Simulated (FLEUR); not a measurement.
# MnO (Fm-3m) in FLEUR: a series of runs, part 2 of 2

FLEUR MaX-R8.1 (later development tree). Earlier steps stand in the parts before.

### Step 3. Single point, PBE+U, collinear spin, ferromagnetic start

inp.xml reads:

```xml
<?xml version="1.0" encoding="UTF-8" standalone="no"?>
<fleurInput fleurInputVersion="0.39">
   <comment>
      MnO                                                                                                 
   </comment>
   <calculationSetup>
      <cutoffs Kmax="4.45" Gmax="13.8" GmaxXC="13.8" numbands="0"/>
      <scfLoop itmax="100" minDistance="0.0002" maxIterBroyd="50" imix="Anderson" alpha="0.05" precondParam="0.0" spinf="2.0" sdNocoIR="T"/>
      <coreElectrons ctail="T" frcor="F" kcrel="0" coretail_lmax="0"/>
      <xcFunctional name="pbe" relativisticCorrections="F"/>
      <magnetism jspins="2"/>
      <soc l_soc="F" theta="0.0" phi="0.0" spav="F"/>
      <expertModes spex="0" secvar="F"/>
      <geometryOptimization l_f="F" forcealpha="1.0" forcemix="BFGS" epsdisp="0.00001" epsforce="0.00001"/>
      <ldaU l_linMix="F" mixParam="0.05" spinf="1.0"/>
   </calculationSetup>
   <cell>
      <bzIntegration valenceElectrons="21.0" mode="gauss" fermiSmearingEnergy="0.00183747">
         <kPointListSelection listName="default-1"/>
         <!-- k-points included here -->
         <xi:include xmlns:xi="http://www.w3.org/2001/XInclude" href="kpts.xml"> </xi:include>
      </bzIntegration>
      <!-- symmetry operations included here -->
      <xi:include xmlns:xi="http://www.w3.org/2001/XInclude" href="sym.xml"> </xi:include>
      <bulkLattice scale="1.0">
         <bravaisMatrix>
            <row-1>    0.0000000000000000     4.1989720724708208     4.1989720724708208</row-1>
            <row-2>    4.1989720724708208     0.0000000000000000     4.1989720724708208</row-2>
            <row-3>    4.1989720724708208     4.1989720724708208     0.0000000000000000</row-3>
         </bravaisMatrix>
      </bulkLattice>
   </cell>
   <atomSpecies>
      <species name="Manganese 5.000" element="Mn" atomicNumber="25">
         <mtSphere radius="2.2" gridPoints="727" logIncrement="0.017"/>
         <atomicCutoffs lmax="9" lnonsphr="9"/>
         <electronConfig flipSpins="F">
            <coreConfig>(1s1/2) (2s1/2) (2p1/2) (2p3/2)</coreConfig>
            <valenceConfig>(3s1/2) (3p1/2) (3p3/2) (4s1/2) (3d3/2) (3d5/2)</valenceConfig>
            <stateOccupation state="(3d3/2)" spinUp="2.0" spinDown="0.0"/>
            <stateOccupation state="(3d5/2)" spinUp="3.0" spinDown="0.0"/>
         </electronConfig>
         <energyParameters s="4" p="4" d="3" f="4"/>
         <ldaU l="2" U="8" J="0.7" l_amf="F"/>
         <lo type="SCLO" l="0" n="3" eDeriv="0"/>
         <lo type="SCLO" l="1" n="3" eDeriv="0"/>
         <lo type="SCLO" l="1" n="3" eDeriv="1"/>
         <lo type="SCLO" l="3" n="4" eDeriv="2"/>
      </species>
      <species name="Oxygen (O)" element="O" atomicNumber="8">
         <mtSphere radius="1.69" gridPoints="559" logIncrement="0.019"/>
         <atomicCutoffs lmax="8" lnonsphr="8"/>
         <electronConfig flipSpins="F">
            <coreConfig>(1s1/2)</coreConfig>
            <valenceConfig>(2s1/2) (2p1/2) (2p3/2)</valenceConfig>
            <stateOccupation state="(2p1/2)" spinUp="0.666667" spinDown="0.666667"/>
            <stateOccupation state="(2p3/2)" spinUp="1.333333" spinDown="1.333333"/>
         </electronConfig>
         <energyParameters s="2" p="2" d="3" f="4"/>
         <lo type="SCLO" l="0" n="2" eDeriv="2"/>
         <lo type="SCLO" l="1" n="2" eDeriv="2"/>
         <lo type="SCLO" l="2" n="3" eDeriv="2"/>
      </species>
   </atomSpecies>
   <atomGroups>
      <atomGroup species="Manganese 5.000">
         <relPos label="                   1">.0000000000 .0000000000 .0000000000</relPos>
         <force calculate="T" relaxXYZ="TTT"/>
      </atomGroup>
      <atomGroup species="Oxygen (O)">
         <relPos label="                   2">1.000/2.000 1.000/2.000 1.000/2.000</relPos>
         <force calculate="T" relaxXYZ="TTT"/>
      </atomGroup>
   </atomGroups>
   <output dos="F" band="F" slice="F">
      <checks vchk="F" cdinf="F"/>
      <bandDOS minEnergy="-.5*Htr" maxEnergy="0.5*Htr" sigma="0.015" storeEVData="T"/>
      <vacuumDOS vacdos="F" integ="F" star="F" nstars="0" locx1="0.0" locy1="0.0" locx2="0.0" locy2="0.0" nstm="0" tworkf="0.0"/>
      <unfoldingBand unfoldBand="F" supercellX="1" supercellY="1" supercellZ="1"/>
      <plotting iplot="0" polar="F">
         <plot TwoD="T" vec1="  1.0  0.0  0.0" vec2="  0.0  1.0  0.0" vec3="  0.0  0.0  1.0" zero="  0.0  0.0  0.0" file="plot"/>
      </plotting>
      <chargeDensitySlicing numkpt="0" minEigenval="0.0" maxEigenval="0.0" nnne="0" pallst="F"/>
      <specialOutput eonly="F"/>
      <moessbauerParams electricFieldGradient="T" isomerShift="T" coreHyperfine="T" valenceHyperfine="T"/>
      <magneticCircularDichroism mcd="F" energyLo="-10.0" energyUp="0.0"/>
   </output>
  <!-- We include the file relax.xml here to enable relaxations (see documentation) -->
  <xi:include xmlns:xi="http://www.w3.org/2001/XInclude" href="relax.xml"> <xi:fallback/> </xi:include>
</fleurInput>
```

crystal.txt reads:

```
MnO
&input cartesian=F /
0.0000000000  2.2220003300  2.2220003300
2.2220003300  0.0000000000  2.2220003300
2.2220003300  2.2220003300  0.0000000000
1.8897261246
1.0 1.0 1.0

2
25 0.0000000000  0.0000000000  0.0000000000 : 5.000
8 0.5000000000  0.5000000000  0.5000000000

&kpt div1=7 div2=7 div3=7 gamma=T /
```

Potentials or basis: all-electron, FLAPW.

Command:

```
$ inpgen -f crystal.txt -profile fastHighL
$ # inp.xml edited to the form shown
$ fleur_MPI
```

Wall time 24 s (1 thread of Arm Neoverse V1, shared host); peak memory 0.06 GiB.

Results (log left out):

* Free energy: -33575.1308 eV
* Band gap on the k mesh: 0.83 eV, indirect (least direct gap 2.73 eV)
* Net moment: 5.00 μB per cell
* Site moments: Mn +4.62; O +0.13 μB
* Valence electrons inside the program's atomic spheres: Mn 13.20; O 5.44 (radii Mn 2.2, O 1.69 bohr)

Levels at points of the mesh, in eV from the valence-band top:
Spin up:
```
           k point  band 9  band 10  band 11  band 12  band 13  band 14  band 15  band 16  band 17
(0.00, 0.00, 0.00)   -4.53    -4.53    -2.14    -2.14    -2.14     0.83    15.19    17.43    17.43
```
Spin down:
| k point | band 5 | band 6 | band 7 | band 8 | band 9 | band 10 | band 11 | band 12 |
| --- | --- | --- | --- | --- | --- | --- | --- | --- |
| (0.00, 0.00, 0.00) | -18.40 | -1.90 | -1.90 | -1.90 | 2.13 | 5.14 | 5.14 | 5.14 |

Eigenvalues of the final occupation matrices:
```csv
site,spin,trace,eigenvalues
atom type 1,1,4.71,0.93 0.93 0.93 0.96 0.96
atom type 1,2,0.14,0.01 0.01 0.01 0.05 0.05
```

Core levels (eV from the Fermi level):
```
atom                                                   levels
1 Mn  1s1/2 -6420.0, 2s1/2 -736.1, 2p1/2 -629.1, 2p3/2 -618.7
 2 O                                             1s1/2 -505.4
```

Caveat: an odd mesh through Γ misses points on the zone boundary, where band edges often lie; a cell with one magnetic atom can't hold antiferromagnetic order, which such compounds often take.

### Step 4. Single point, PBE+U, collinear spin, antiferromagnetic start (cell doubled along one axis)

Changes to inp.xml since step 3:

```diff
@@ -17,3 +17,3 @@
    <cell>
-      <bzIntegration valenceElectrons="21.0" mode="gauss" fermiSmearingEnergy="0.00183747">
+      <bzIntegration valenceElectrons="42.0" mode="gauss" fermiSmearingEnergy="0.00183747">
          <kPointListSelection listName="default-1"/>
@@ -26,3 +26,3 @@
          <bravaisMatrix>
-            <row-1>    0.0000000000000000     4.1989720724708208     4.1989720724708208</row-1>
+            <row-1>    0.0000000000000000     8.3979441449416417     8.3979441449416417</row-1>
             <row-2>    4.1989720724708208     0.0000000000000000     4.1989720724708208</row-2>
@@ -63,2 +63,18 @@
       </species>
+      <species name="Manganese -5.000" element="Mn" atomicNumber="25">
+         <mtSphere radius="2.2" gridPoints="727" logIncrement="0.017"/>
+         <atomicCutoffs lmax="9" lnonsphr="9"/>
+         <electronConfig flipSpins="F">
+            <coreConfig>(1s1/2) (2s1/2) (2p1/2) (2p3/2)</coreConfig>
+            <valenceConfig>(3s1/2) (3p1/2) (3p3/2) (4s1/2) (3d3/2) (3d5/2)</valenceConfig>
+            <stateOccupation state="(3d3/2)" spinUp="0.0" spinDown="2.0"/>
+            <stateOccupation state="(3d5/2)" spinUp="0.0" spinDown="3.0"/>
+         </electronConfig>
+         <energyParameters s="4" p="4" d="3" f="4"/>
+         <ldaU l="2" U="8" J="0.7" l_amf="F"/>
+         <lo type="SCLO" l="0" n="3" eDeriv="0"/>
+         <lo type="SCLO" l="1" n="3" eDeriv="0"/>
+         <lo type="SCLO" l="1" n="3" eDeriv="1"/>
+         <lo type="SCLO" l="3" n="4" eDeriv="2"/>
+      </species>
    </atomSpecies>
@@ -70,3 +86,8 @@
       <atomGroup species="Oxygen (O)">
-         <relPos label="                   2">1.000/2.000 1.000/2.000 1.000/2.000</relPos>
+         <relPos label="                   2">1.000/4.000 1.000/2.000 1.000/2.000</relPos>
+         <relPos label="                   4">-1.000/4.000 1.000/2.000 1.000/2.000</relPos>
+         <force calculate="T" relaxXYZ="TTT"/>
+      </atomGroup>
+      <atomGroup species="Manganese -5.000">
+         <relPos label="                   3">1.000/2.000 .0000000000 .0000000000</relPos>
          <force calculate="T" relaxXYZ="TTT"/>
```

crystal.txt reads:

```
MnO
&input cartesian=F /
0.0000000000  4.4440006600  4.4440006600
2.2220003300  0.0000000000  2.2220003300
2.2220003300  2.2220003300  0.0000000000
1.8897261246
1.0 1.0 1.0

4
25 0.0000000000  0.0000000000  0.0000000000 : 5.000
8 0.2500000000  0.5000000000  0.5000000000
25 0.5000000000  0.0000000000  0.0000000000 : -5.000
8 0.7500000000  0.5000000000  0.5000000000

&kpt div1=4 div2=7 div3=7 gamma=T /
```

Command:

```
$ inpgen -f crystal.txt -profile fastHighL
$ # inp.xml edited to the form shown
$ fleur_MPI
```

It took 4.6 min on 1 thread of Arm Neoverse V1, shared host; peak memory 0.16 GiB.

Results (log left out):

```yaml
Free_energy: -67150.3510 eV
Band_gap_on_the_k_mesh: 2.19 eV
Net_moment: 0.00 μB per cell
Site_moments: Mn +4.58, -4.58; O +0.00 μB
Valence_electrons_inside_the_program's_atomic_spheres: Mn 13.20; O 5.44 (radii Mn 2.2, O 1.69 bohr)
```

Levels at points of the mesh, in eV from the valence-band top:
Spin up:
| k point | band 19 | band 20 | band 21 | band 22 | band 23 | band 24 |
| --- | --- | --- | --- | --- | --- | --- |
| (0.00, 0.00, 0.00) | -1.28 | -0.53 | -0.53 | 2.19 | 6.00 | 6.39 |
| (0.50, 0.00, 0.00) | -1.84 | 0.00 | 0.00 | 4.58 | 4.73 | 6.17 |
Spin down:
| k point | band 18 | band 19 | band 20 | band 21 | band 22 | band 23 | band 24 | band 25 |
| --- | --- | --- | --- | --- | --- | --- | --- | --- |
| (0.00, 0.00, 0.00) | -1.28 | -1.28 | -0.53 | -0.53 | 2.19 | 6.00 | 6.39 | 6.65 |
| (0.50, 0.00, 0.00) | -1.84 | -1.84 | 0.00 | 0.00 | 4.58 | 4.73 | 6.17 | 6.60 |

Eigenvalues of the final occupation matrices:
```
       site  spin  trace               eigenvalues
atom type 1     1   4.70  0.93 0.93 0.93 0.96 0.96
atom type 3     1   0.15  0.01 0.01 0.01 0.06 0.06
atom type 1     2   0.15  0.01 0.01 0.01 0.06 0.06
atom type 3     2   4.70  0.93 0.93 0.93 0.96 0.96
```

Core levels (eV from the Fermi level):
```tsv
atom	levels
1 Mn	1s1/2 -6419.2, 2s1/2 -735.4, 2p1/2 -628.4, 2p3/2 -618.0
2 O	1s1/2 -504.6
3 Mn	1s1/2 -6419.3, 2s1/2 -733.3, 2p1/2 -626.8, 2p3/2 -616.4
4 O	1s1/2 -504.6
```

Caveat: an odd mesh through Γ misses points on the zone boundary, where band edges often lie.

### Step 5. Overview

| spin | cell | k mesh | density convergence | cell doubled along axis (0 to 2) | gap on the mesh (eV) | moment (μB) |
| --- | --- | --- | --- | --- | --- | --- |
| collinear, ferromagnetic start | as given | 7 × 7 × 7 | 0.001 me/bohr^3 | - | 0.83 | 5.00 |
| collinear, ferromagnetic start | as given | 7 × 7 × 7 | 0.0002 me/bohr^3 | - | 0.83 | 5.00 |
| collinear, antiferromagnetic start | cell doubled along one axis | 4 × 7 × 7 | 0.0002 me/bohr^3 | 0 | 2.19 | 0.00 |

Alike in all rows: task single point; level PBE+U; potentials or basis all-electron, FLAPW; Mn d U = 8 eV, J = 0.7 eV; smearing gaussian 0.05 eV; kmax 4.45 1/bohr.

Caveats: an odd mesh through Γ misses points on the zone boundary, where band edges often lie; a cell with one magnetic atom can't hold antiferromagnetic order, which such compounds often take (some runs); the magnetic or orbital state may not be the lowest (some runs).

Compare energies only between runs with the same functional and basis.
